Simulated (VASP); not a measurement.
Set up this calculation in VASP 6.6.1, as the native input.

- Task: single point
- Functional: PBEsol
- Potentials or basis: VASP PAW PBE potentials, release 64 (Rb_sv, Br)
- Cutoff: 520 eV
- k mesh: 6 × 6 × 6
- Occupations: gaussian, width 0.05 eV
- Spin: no spin polarisation
- Dipole correction: no
- Further INCAR settings: ALGO = Fast; EDIFF = 1e-06; NBANDS = 15

The structure of RbBr lies in POSCAR:

```
RbBr
1.0
    4.0701688540      0.0000000000      0.0000000000
    0.0000000000      4.0701688540      0.0000000000
    0.0000000000      0.0000000000      4.0701688540
Rb Br
1 1
Direct
    0.0000000000      0.0000000000      0.0000000000
    0.5000000000      0.5000000000      0.5000000000
```

The cell comes from a database or a generator and needn't be the stable form of this composition.

The input as run:

INCAR

```
SYSTEM = RbBr
ALGO = Fast
EDIFF = 1E-6
ENCUT = 520
GGA = PS
ISIF = 2
ISMEAR = 0
LASPH = .TRUE.
LCHARG = .TRUE.
LELF = .TRUE.
LREAL = .FALSE.
LVHAR = .TRUE.
LWAVE = .FALSE.
NBANDS = 15
NELM = 80
PREC = Accurate
SIGMA = 0.05
```

KPOINTS

```
k-points
0
G
  6 6 6
  0 0 0
```

Potentials or basis: VASP PAW PBE potentials, release 64 (Rb_sv, Br).

Run with:

```sh
$ cat potpaw_PBE.64/Rb_sv/POTCAR potpaw_PBE.64/Br/POTCAR > POTCAR
$ mpirun -np 1 vasp_std > vasp.out
```

It gave:

| Quantity | Value |
| --- | --- |
| Pressure | 0.1 GPa |
| Band gap on the k mesh | 4.04 eV, indirect (least direct gap 4.20 eV) |

Caveat: the PAW data sets were made with another functional, which shifts forces and pressure a little.

Wall time 37 s on 1 thread of AMD EPYC 7571, with other jobs on the host, peak memory 0.13 GiB.
